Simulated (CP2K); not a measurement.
Runs of CP2K 2026.2 on MgO. Symmetry: P-6m2, No. 187, hexagonal system. The conventional cell has a = 2.938 Å, b = 2.938 Å, c = 2.680 Å, α = 90.00°, β = 90.00°, γ = 120.00°. Around Mg (site symmetry -6m2) lie 6 O at 2.16 Å. O (site symmetry -6m2) has 6 Mg at 2.16 Å as nearest neighbours. Measurements of this composition are mostly on another form, of space group No. 225.

```csv
task,level,potentials or basis,smearing,NGRIDS,D3 from the s-dftd3 library (D3_REFERENCE_CODE),cutoff radius of the dispersion sum (A),points a segment of the path (NPOINTS),bands added on the path,gap on the mesh (eV),pressure (GPa)
single point,LDA,"GTH_POTENTIALS Mg GTH-PADE-q10, O GTH-PADE-q6; TZVP-MOLOPT-PBE-GTH basis",gaussian 0.05 eV,5,-,-,-,-,2.93,-5.9
electron localisation function,RPBE+D3(BJ),"POTENTIAL_UZH Mg GTH-PBE-q10, O GTH-PBE-q6; TZVP-MOLOPT-PBE-GTH basis",gaussian 0.05 eV,4,yes,20,-,-,3.16,-14.9
band structure,PBEsol+D3(BJ),"POTENTIAL_UZH Mg GTH-PBE-q10, O GTH-PBE-q6; TZVP-MOLOPT-PBE-GTH basis",fermi-dirac 0.05 eV,5,-,20,8,4,(a),(b)
single point,RPBE,"POTENTIAL_UZH Mg GTH-PBE-q10, O GTH-PBE-q6; TZVP-MOLOPT-PBE-GTH basis",gaussian 0.02 eV,5,-,-,-,-,3.16,6.8
```

Alike in all rows: no spin polarisation; cell as given; k mesh 10 × 10 × 10.

Task: Fill in the values left out.

Result: (a) 2.89; (b) -4.1.

Caveats: the basis of atomic orbitals isn't converged, which shifts pressures, moduli and gaps; the potentials were made for another functional, which shifts forces and pressure (some runs).

A k mesh can miss the band edges.

Runs at the PBE level aren't shown here.
